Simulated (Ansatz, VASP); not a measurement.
CdS: VASP beside Ansatz

INCAR

```
PREC = Accurate
ENCUT = 520
EDIFF = 1E-6
ISMEAR = 0
SIGMA = 0.01
LREAL = F
LASPH = T
NELM = 80
ALGO = Normal
ISIF = 2
LWAVE = F
LCHARG = T
GGA = PE
LELF = T
LVHAR = T
NBANDS = 16
```

The input KPOINTS:

```
Automatic mesh
0
Gamma
  6 6 6
```

POSCAR

```
CdS
1.0
    0.0000000000      2.9392148400      2.9392148400
    2.9392148400      0.0000000000      2.9392148400
    2.9392148400      2.9392148400      0.0000000000
Cd S
1 1
Direct
    0.0000000000      0.0000000000      0.0000000000
    0.2500000000      0.2500000000      0.2500000000
```

Input for Ansatz:

```yaml
crystal:
  lattice:
    - [0.0, 2.93921484, 2.93921484]
    - [2.93921484, 0.0, 2.93921484]
    - [2.93921484, 2.93921484, 0.0]
  atoms:
    - { symbol: Cd, position: [0.0, 0.0, 0.0] }
    - { symbol: S, position: [0.25, 0.25, 0.25] }
kpoints:
  mp_grid: { grid: [6, 6, 6] }
hamiltonian:
  xc: pbe
scf:
  occupations: { method: fixed }
  n_extra_bands: 4
output:
  forces: true
  stress: true
  eigenvalues: true
```

The cell was built by a generator and needn't be a form met in nature.

Alike in both runs: task single point; functional PBE; k mesh 6 × 6 × 6; no spin polarisation.

|  | VASP | Ansatz |
| --- | --- | --- |
| version | VASP 6.6.1 | Ansatz 0.2.0 |
| potentials or method | VASP PAW PBE potentials, release 64 (Cd, S) | plane waves, PAW |
| plane-wave cutoff (eV) | 520 | 420 |
| occupations | gaussian, width 0.01 eV | fixed |
| valence electrons in the cell | 18 | 26 |

|  | VASP | Ansatz | Ansatz less VASP |
| --- | --- | --- | --- |
| gap on the k mesh at the Fermi level (eV) | 1.10 | 1.09 | -0.003 |
| pressure (GPa) | 1.7 | 1.4 | -0.32 |

The two sets of potentials don't hold the same shells in valence.

PBE gaps usually lie below the measured ones, often by a third to a half.
